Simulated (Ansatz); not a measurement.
A relaxation computed with Ansatz, from input to last step.

```yaml
crystal:
  lattice:
    - [-5.7769209609, 3.3353068718, 6.3650226989]
    - [5.7769209609, -3.3353068718, 6.3650226989]
    - [3.8512806405, 6.6706137437, -6.3650226989]
  atoms:
    - { symbol: C, position: [0.2397988032, 0.0731321366, 0.25] }
    - { symbol: Si, position: [0.7397988032, 0.5731321366, 0.25] }
    - { symbol: Si, position: [0.1147988032, 0.4481321366, 0.5] }
    - { symbol: Si, position: [0.6147988032, 0.9481321366, 0.5] }
    - { symbol: Si, position: [0.4897988032, 0.3231321366, 0.75] }
    - { symbol: Si, position: [0.9897988032, 0.8231321366, 0.75] }
    - { symbol: Si, position: [0.8647988032, 0.1981321366, 0.0] }
    - { symbol: Si, position: [0.3647988032, 0.6981321366, 1.0] }
    - { symbol: Si, position: [0.3231321366, 0.4897988032, 0.25] }
    - { symbol: Si, position: [0.8231321366, 0.9897988032, 0.25] }
    - { symbol: Si, position: [0.1981321366, 0.8647988032, 0.5] }
    - { symbol: Si, position: [0.6981321366, 0.3647988032, 0.5] }
    - { symbol: Si, position: [0.5731321366, 0.7397988032, 0.75] }
    - { symbol: Si, position: [0.0731321366, 0.2397988032, 0.75] }
    - { symbol: Si, position: [0.9481321366, 0.6147988032, 1.0] }
    - { symbol: Si, position: [0.4481321366, 0.1147988032, 0.0] }
    - { symbol: Si, position: [0.4268678634, 0.2602011968, 0.25] }
    - { symbol: Si, position: [0.9268678634, 0.7602011968, 0.25] }
    - { symbol: Si, position: [0.3018678634, 0.6352011968, 0.5] }
    - { symbol: Si, position: [0.8018678634, 0.1352011968, 0.5] }
    - { symbol: Si, position: [0.6768678634, 0.5102011968, 0.75] }
    - { symbol: Si, position: [0.1768678634, 0.0102011968, 0.75] }
    - { symbol: Si, position: [0.0518678634, 0.3852011968, 0.0] }
    - { symbol: Si, position: [0.5518678634, 0.8852011968, 1.0] }
    - { symbol: Si, position: [0.5102011968, 0.6768678634, 0.25] }
    - { symbol: Si, position: [0.0102011968, 0.1768678634, 0.25] }
    - { symbol: Si, position: [0.3852011968, 0.0518678634, 0.5] }
    - { symbol: Si, position: [0.8852011968, 0.5518678634, 0.5] }
    - { symbol: Si, position: [0.7602011968, 0.9268678634, 0.75] }
    - { symbol: Si, position: [0.2602011968, 0.4268678634, 0.75] }
    - { symbol: Si, position: [0.6352011968, 0.3018678634, 0.0] }
basis:
  ecutwfc: 420
  xc_grid: 2
kpoints:
  mp_grid: { grid: [2, 2, 2], shift: [0.5, 0.5, 0.5] }
hamiltonian:
  xc: pbe
scf:
  occupations: { method: gaussian, width: 0.02 }
output:
  forces: true
  stress: false
  eigenvalues: true
  write_density: true
  write_potential: true
  elf: true
  volumetric_format: npy
relax:
  adjacent_minimum: "off"
  f_tol: 0.02
  max_steps: 60
```

```bash
ansatz run input.yaml --threads 4 --pin off --max-ram 10240MiB --backend cpu --events-out ev --progress --plain --runs-dir out
```

The calculation used DFT PBE, scalar-relativistic, plane waves, PAW in Ansatz.

The cell holds a point defect: C on a Si site beside a Si vacancy, neutral.

Of 8 frames 6 are shown, positions in Å and forces in eV/Å; the SCF threshold varies from step to step.

```xyz
31
Lattice="-5.7769 3.3353 6.3650 5.7769 -3.3353 6.3650 3.8513 6.6706 -6.3650" Properties=species:S:1:pos:R:3:forces:R:3 pbc="T T T" step=1 free_energy_over_end_meV_per_atom=84.24
C     0.0000    2.2235    0.4006    1.4274    0.8937    0.5222
Si    0.0000    2.2235    6.7656   -0.0487   -0.0527    0.1457
Si    3.8513    2.2235    0.4006   -0.0619   -0.0536    0.0129
Si    3.8513    2.2235    6.7656    0.0078   -0.0939    0.0992
Si    1.9256    5.5588    0.4006    0.0716    0.0293    0.1155
Si    1.9256    5.5588    6.7656   -0.1378    0.1644   -0.1290
Si   -3.8513    2.2235    6.7656   -0.0552    0.0864   -0.0521
Si    5.7769    5.5588    0.4006    0.0885   -0.1397   -0.0852
Si    1.9256    1.1118    3.5831   -0.1163    0.0787   -0.0534
Si    1.9256    1.1118    9.9481    0.0136    0.0165    0.0171
Si    5.7769    1.1118    3.5831   -0.0040   -0.0009    0.0170
Si    0.0000    4.4471    3.5831   -0.0113   -0.1479   -0.0685
Si    3.8513    4.4471    3.5831    0.0197   -0.0556   -0.0532
Si    3.8513    4.4471   -2.7820   -0.0344    0.0148   -0.0227
Si    1.9256    7.7824    3.5831   -0.1343   -0.0803    0.2117
Si   -1.9256    1.1118    3.5831    0.0563    0.0037   -0.0258
Si    0.0000    2.2235    2.7820    0.2173    0.1195   -2.3089
Si    0.0000    2.2235    9.1470   -0.0408   -0.0305    0.2258
Si    3.8513    2.2235    2.7820   -0.0098    0.0115    0.0032
Si   -1.9256    5.5588    2.7820   -0.0027    0.0299   -0.0024
Si    1.9256    5.5588    2.7820   -0.0075    0.0980    0.1329
Si    1.9256    5.5588   -3.5831   -0.0094    0.0337   -0.1975
Si    1.9256   -1.1118    2.7820    0.1206   -0.0696    0.1666
Si    5.7769    5.5588    2.7820   -0.0074   -0.0102   -0.1980
Si    1.9256    1.1118    5.9645    0.1807   -0.2494   -0.0516
Si    1.9256    1.1118   -0.4006   -1.8827    1.1621    0.9076
Si    0.0000    4.4471   -0.4006    0.0003   -2.3658    0.8065
Si    0.0000    4.4471    5.9645    0.1676    0.3346   -0.0134
Si    3.8513    4.4471    5.9645   -0.0584    0.2631   -0.0457
Si    3.8513    4.4471   -0.4006    0.2292    0.0064   -0.0292
Si   -1.9256    1.1118    5.9645    0.0220    0.0038   -0.0472
31
Lattice="-5.7769 3.3353 6.3650 5.7769 -3.3353 6.3650 3.8513 6.6706 -6.3650" Properties=species:S:1:pos:R:3:forces:R:3 pbc="T T T" step=2 free_energy_over_end_meV_per_atom=30.31
C     0.1426    2.3133    0.4625    1.2601    0.8170    0.4466
Si    0.0040    2.2230    6.7791   -0.0078   -0.0900    0.1355
Si    3.8186    2.2152    0.3999    0.0161   -0.0118   -0.0245
Si    3.8795    2.1967    6.7612   -0.0359   -0.1308    0.0782
Si    1.9153    5.5385    0.4047    0.0489    0.0951    0.1152
Si    1.9144    5.5903    6.7431   -0.1790    0.0663   -0.1276
Si   -3.8619    2.2644    6.7601   -0.1381    0.0734    0.0470
Si    5.8003    5.5370    0.3839    0.0363   -0.0724   -0.1236
Si    1.8997    1.1284    3.5560   -0.0212    0.0157   -0.0425
Si    1.9170    1.1143    9.9921   -0.0728    0.0886    0.0124
Si    5.7801    1.1030    3.6232    0.0064   -0.0987    0.0250
Si   -0.0031    4.4137    3.5564   -0.0044   -0.0524   -0.0696
Si    3.8598    4.4460    3.5780    0.0074   -0.0538   -0.0219
Si    3.8425    4.4489   -2.7898   -0.0041    0.0227   -0.0625
Si    1.9102    7.7724    3.6238   -0.1217   -0.0525    0.1246
Si   -1.8878    1.1333    3.5503   -0.0192   -0.0311   -0.1022
Si    0.0202    2.2339    2.5868    0.2475    0.1611   -1.7719
Si   -0.0126    2.2150    9.1792   -0.0065   -0.0250    0.0191
Si    3.8549    2.2172    2.7859    0.0118   -0.0103    0.0979
Si   -1.9321    5.5516    2.7841   -0.0367    0.0467    0.0535
Si    1.9229    5.5593    2.7947   -0.0107    0.0701    0.0316
Si    1.9160    5.5659   -3.6025   -0.0161    0.0006   -0.0170
Si    1.9297   -1.1122    2.7908    0.0729   -0.0726    0.0430
Si    5.7865    5.5660    2.7666    0.0059   -0.0146   -0.0146
Si    1.9394    1.0930    5.9518   -0.0094   -0.0424   -0.0515
Si    1.7754    1.2107   -0.3231   -1.3933    0.9518    0.7076
Si    0.0124    4.2661   -0.3280    0.1170   -1.8253    0.7162
Si   -0.0033    4.4659    5.9539    0.0187   -0.0185   -0.0731
Si    3.8460    4.4575    5.9660    0.0671    0.0402   -0.0406
Si    3.8627    4.4423   -0.4049    0.1015    0.0199    0.0172
Si   -1.9309    1.1123    5.9549    0.0599    0.1334   -0.1271
31
Lattice="-5.7769 3.3353 6.3650 5.7769 -3.3353 6.3650 3.8513 6.6706 -6.3650" Properties=species:S:1:pos:R:3:forces:R:3 pbc="T T T" step=4 free_energy_over_end_meV_per_atom=0.62
C     0.4380    2.4837    0.5842   -0.1269    0.1364   -0.2195
Si   -0.0174    2.1805    6.7918    0.0179    0.0061    0.0224
Si    3.8288    2.2128    0.4120    0.0304   -0.0719   -0.0331
Si    3.8884    2.1232    6.7850   -0.0033    0.0037    0.0032
Si    1.9249    5.6086    0.4026   -0.0513    0.0271   -0.0165
Si    1.8563    5.5456    6.6902    0.0009   -0.0860   -0.0267
Si   -3.9135    2.3203    6.7615   -0.0104    0.0069    0.0225
Si    5.7980    5.5197    0.3649   -0.0318    0.0369   -0.0220
Si    1.9006    1.1292    3.5234   -0.0199    0.0119    0.0576
Si    1.8719    1.1315   10.0593    0.0241   -0.0036   -0.0156
Si    5.7986    1.0478    3.6872   -0.0116    0.0457   -0.0012
Si   -0.0178    4.3999    3.5051   -0.0266   -0.0254    0.0521
Si    3.8642    4.4289    3.5780    0.0209   -0.0482    0.0136
Si    3.8159    4.4591   -2.8002    0.0390    0.0326   -0.0429
Si    1.8732    7.7457    3.6759   -0.0051   -0.0269    0.1159
Si   -1.8541    1.1610    3.4410   -0.0262   -0.0222    0.0045
Si    0.1005    2.2744    2.4206    0.0054    0.0375    0.0732
Si   -0.0506    2.1839    9.1963   -0.0104    0.0197    0.0163
Si    3.8933    2.1899    2.8159   -0.0089   -0.0009    0.0105
Si   -1.9748    5.5507    2.8112   -0.0118   -0.0019   -0.0386
Si    1.9231    5.5628    2.8013   -0.0147    0.0182   -0.0225
Si    1.8824    5.5585   -3.6326   -0.0083    0.0052    0.0171
Si    1.9230   -1.1261    2.7993   -0.0030   -0.0316   -0.0451
Si    5.7764    5.5878    2.7585    0.0169   -0.0008    0.0181
Si    1.9252    1.0743    5.9270    0.0338   -0.0096   -0.0482
Si    1.6965    1.3311   -0.2253    0.0253   -0.0188   -0.0052
Si    0.0774    4.1513   -0.2298    0.0802   -0.1149    0.0884
Si   -0.0440    4.4052    5.9044    0.0470    0.0564    0.0036
Si    3.8419    4.4160    5.9707    0.0114    0.0448   -0.0037
Si    3.8566    4.4474   -0.4071   -0.0241   -0.0025   -0.0076
Si   -1.9651    1.1782    5.8689    0.0413   -0.0239    0.0295
31
Lattice="-5.7769 3.3353 6.3650 5.7769 -3.3353 6.3650 3.8513 6.6706 -6.3650" Properties=species:S:1:pos:R:3:forces:R:3 pbc="T T T" step=5 free_energy_over_end_meV_per_atom=0.26
C     0.4178    2.4854    0.5635    0.0101   -0.0553    0.0288
Si   -0.0087    2.1817    6.8031    0.0011   -0.0084    0.0139
Si    3.8304    2.2030    0.4049    0.0133    0.0076    0.0146
Si    3.8936    2.1225    6.7800    0.0011    0.0052    0.0024
Si    1.9202    5.6138    0.4059   -0.0001    0.0077    0.0116
Si    1.8650    5.5296    6.6898    0.0034   -0.0390    0.0032
Si   -3.9067    2.3255    6.7642   -0.0018   -0.0110    0.0129
Si    5.7845    5.5243    0.3602   -0.0263    0.0329   -0.0050
Si    1.8940    1.1302    3.5215   -0.0020    0.0024    0.0072
Si    1.8728    1.1325   10.0560    0.0100    0.0008   -0.0223
Si    5.7955    1.0541    3.6917    0.0036    0.0155   -0.0234
Si   -0.0227    4.4001    3.5090    0.0055   -0.0032    0.0039
Si    3.8659    4.4234    3.5767   -0.0047   -0.0026   -0.0145
Si    3.8205    4.4618   -2.8077    0.0020    0.0105   -0.0120
Si    1.8719    7.7406    3.7073   -0.0086   -0.0061    0.0967
Si   -1.8548    1.1607    3.4417    0.0027    0.0004   -0.0067
Si    0.0968    2.2818    2.4165   -0.0008   -0.0155   -0.0463
Si   -0.0576    2.1858    9.2102    0.0024    0.0005   -0.0077
Si    3.8890    2.1861    2.8123   -0.0035    0.0088    0.0015
Si   -1.9760    5.5522    2.8041   -0.0119    0.0028   -0.0036
Si    1.9205    5.5649    2.8077    0.0030    0.0062   -0.0321
Si    1.8817    5.5583   -3.6316    0.0020    0.0061   -0.0018
Si    1.9315   -1.1291    2.8008   -0.0038   -0.0067   -0.0313
Si    5.7763    5.5875    2.7569    0.0033   -0.0065    0.0057
Si    1.9291    1.0768    5.9209    0.0107    0.0035   -0.0008
Si    1.6946    1.3328   -0.2319   -0.0232   -0.0007    0.0217
Si    0.0835    4.1509   -0.2285   -0.0112    0.0223   -0.0058
Si   -0.0368    4.4030    5.9055    0.0058    0.0256   -0.0062
Si    3.8547    4.4170    5.9684    0.0076    0.0052   -0.0019
Si    3.8465    4.4436   -0.4120    0.0033   -0.0076   -0.0021
Si   -1.9551    1.1818    5.8738    0.0070   -0.0014   -0.0007
31
Lattice="-5.7769 3.3353 6.3650 5.7769 -3.3353 6.3650 3.8513 6.6706 -6.3650" Properties=species:S:1:pos:R:3:forces:R:3 pbc="T T T" step=7 free_energy_over_end_meV_per_atom=0.01
C     0.4200    2.4784    0.5549   -0.0044    0.0062    0.0183
Si   -0.0154    2.1829    6.8199    0.0053   -0.0032   -0.0106
Si    3.8337    2.2059    0.4038   -0.0060    0.0044    0.0035
Si    3.8997    2.1216    6.7780   -0.0038   -0.0016   -0.0025
Si    1.9175    5.6198    0.4109    0.0055   -0.0022   -0.0051
Si    1.8777    5.4920    6.6827    0.0047   -0.0070    0.0155
Si   -3.8948    2.3203    6.7729   -0.0010   -0.0001   -0.0015
Si    5.7586    5.5536    0.3495   -0.0086    0.0012    0.0263
Si    1.8921    1.1272    3.5153   -0.0019    0.0016   -0.0014
Si    1.8715    1.1345   10.0504   -0.0036    0.0020    0.0059
Si    5.7942    1.0544    3.6840    0.0060   -0.0028    0.0022
Si   -0.0201    4.3975    3.5013    0.0035   -0.0020   -0.0003
Si    3.8627    4.4293    3.5647   -0.0026   -0.0012    0.0030
Si    3.8233    4.4666   -2.8169   -0.0041   -0.0054    0.0088
Si    1.8628    7.7348    3.8095   -0.0019   -0.0074   -0.0016
Si   -1.8543    1.1608    3.4302    0.0008    0.0078    0.0022
Si    0.0976    2.2779    2.4053    0.0045   -0.0030   -0.0098
Si   -0.0794    2.1749    9.2312   -0.0031   -0.0054   -0.0080
Si    3.8862    2.1893    2.8099    0.0017    0.0033   -0.0019
Si   -1.9761    5.5540    2.8012   -0.0042    0.0001    0.0018
Si    1.9165    5.5864    2.8132    0.0033    0.0071    0.0041
Si    1.8818    5.5566   -3.6398    0.0057    0.0016   -0.0082
Si    1.9493   -1.1404    2.8091    0.0029    0.0055    0.0024
Si    5.7763    5.5908    2.7487   -0.0001   -0.0039   -0.0080
Si    1.9250    1.0995    5.9147   -0.0028    0.0042   -0.0008
Si    1.6985    1.3255   -0.2335    0.0164    0.0077   -0.0074
Si    0.0880    4.1500   -0.2336    0.0004   -0.0026   -0.0050
Si   -0.0389    4.4009    5.8991   -0.0105    0.0019   -0.0085
Si    3.8760    4.4112    5.9578   -0.0003   -0.0069    0.0000
Si    3.8373    4.4446   -0.4200    0.0080   -0.0002   -0.0038
Si   -1.9491    1.1819    5.8665   -0.0099    0.0000   -0.0095
31
Lattice="-5.7769 3.3353 6.3650 5.7769 -3.3353 6.3650 3.8513 6.6706 -6.3650" Properties=species:S:1:pos:R:3:forces:R:3 pbc="T T T" step=8 free_energy_over_end_meV_per_atom=0.00
C     0.4209    2.4798    0.5546    0.0046   -0.0044    0.0093
Si   -0.0171    2.1827    6.8152   -0.0030    0.0011    0.0052
Si    3.8335    2.2071    0.4050    0.0027    0.0047    0.0003
Si    3.8990    2.1193    6.7782    0.0044    0.0050   -0.0022
Si    1.9182    5.6199    0.4087   -0.0022   -0.0015    0.0060
Si    1.8782    5.4850    6.6867    0.0024   -0.0086    0.0017
Si   -3.8957    2.3219    6.7728    0.0012   -0.0026   -0.0002
Si    5.7545    5.5570    0.3575   -0.0115    0.0072    0.0010
Si    1.8925    1.1280    3.5148    0.0020   -0.0081   -0.0042
Si    1.8691    1.1361   10.0503    0.0016    0.0002    0.0043
Si    5.7965    1.0526    3.6820   -0.0039   -0.0031    0.0040
Si   -0.0192    4.3982    3.4996   -0.0001    0.0020   -0.0022
Si    3.8611    4.4282    3.5669   -0.0009    0.0011   -0.0023
Si    3.8253    4.4653   -2.8155    0.0011    0.0039   -0.0026
Si    1.8631    7.7341    3.8104   -0.0008   -0.0014   -0.0013
Si   -1.8530    1.1627    3.4294   -0.0024   -0.0004   -0.0024
Si    0.0992    2.2789    2.4037    0.0002    0.0000    0.0008
Si   -0.0820    2.1733    9.2270    0.0085    0.0042   -0.0029
Si    3.8877    2.1889    2.8106    0.0030    0.0027   -0.0009
Si   -1.9771    5.5532    2.8013   -0.0001   -0.0028    0.0001
Si    1.9173    5.5879    2.8121    0.0000   -0.0002   -0.0032
Si    1.8848    5.5571   -3.6376   -0.0044   -0.0008   -0.0068
Si    1.9508   -1.1399    2.8093   -0.0013   -0.0006    0.0011
Si    5.7750    5.5906    2.7538   -0.0009    0.0016   -0.0074
Si    1.9239    1.1003    5.9136    0.0027   -0.0073    0.0037
Si    1.7006    1.3279   -0.2344   -0.0072    0.0003   -0.0035
Si    0.0887    4.1499   -0.2355   -0.0037    0.0012   -0.0014
Si   -0.0412    4.4015    5.8966    0.0012    0.0042    0.0031
Si    3.8773    4.4082    5.9592   -0.0086    0.0033   -0.0006
Si    3.8386    4.4451   -0.4196    0.0080   -0.0029    0.0016
Si   -1.9525    1.1818    5.8641    0.0073    0.0021    0.0021
```

It took 2.4 min on 4 threads of Intel(R) Xeon(R) Processor @ 2.50GHz (Skylake/Cascade Lake), with other jobs on the host, peak memory 1.4 GiB.